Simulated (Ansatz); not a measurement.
Write the native input for Ansatz 0.2.0 that does the following.

```
Task                                : band structure
Functional                          : PBEsol
Potentials or basis                 : Ansatz PAW
Cutoff                              : 420 eV (not typed: the program's choice for these potentials)
k mesh                              : 10 × 10 × 10
Occupations                         : fermi-dirac, width 0.05 eV
Spin                                : spin-orbit coupling, no magnetisation
Path                                : [["G", "X", "Y", "S", "G", "Z", "S1", "N", "P", "Y1", "Z"], ["X", "P"]]
Points for each segment of the path : 14
```

The system is Ga.

```
CELL_PARAMETERS angstrom
-1.38440 1.38440 2.31122
1.38440 -1.38440 2.31122
1.38440 1.38440 -2.31122
ATOMIC_POSITIONS crystal
Ga 0.00000 0.00000 0.00000
```

This isn't the form of Ga at room conditions, which is orthorhombic.

The input as run:

input.yaml

```yaml
crystal:
  lattice:
    - [-1.3843987196, 1.3843987196, 2.3112238365]
    - [1.3843987196, -1.3843987196, 2.3112238365]
    - [1.3843987196, 1.3843987196, -2.3112238365]
  atoms:
    - { symbol: Ga, position: [0.0, 0.0, 0.0] }
hamiltonian:
  xc: pbesol
  pseudopotentials: { kind: paw_fr }
magnetization:
  noncollinear: true
  spin_orbit: true
kpoints:
  mp_grid: { grid: [10, 10, 10] }
  band_path:
    path:
      - [[0.0, 0.0, 0.0], [0.0, 0.0, 0.5], [-0.1793941871, 0.1793941871, 0.5], [-0.3396970935, 0.3396970935, 0.3396970935], [0.0, 0.0, 0.0], [0.5, 0.5, -0.5], [0.3396970935, 0.6603029065, -0.3396970935], [0.0, 0.5, 0.0], [0.25, 0.25, 0.25], [0.5, 0.5, -0.1793941871], [0.5, 0.5, -0.5]]
      - [[0.0, 0.0, 0.5], [0.25, 0.25, 0.25]]
    npoints: 14
scf:
  occupations: { method: fermi_dirac, width: 0.05 }
  n_extra_bands: 6
output:
  forces: true
  stress: true
  eigenvalues: true
  fatbands: true
```

Potentials or basis: Ansatz PAW.

The run is started by

```console
$ ansatz run input.yaml --threads 2 --pin off --max-ram 5632MiB --backend cpu --events-out ev --progress --plain --runs-dir out
```

Results of the run:

- Pressure: 0.1 GPa
- Band gap on the k mesh: none (metal or under the smearing width)

Caveat: the PAW data sets come from PBE, with cores solved anew for the run's functional, which leaves a small shift of forces and pressure.

Run time: 9.1 s on 2 threads of Arm Neoverse V1, on a shared host, peak memory 0.39 GiB.
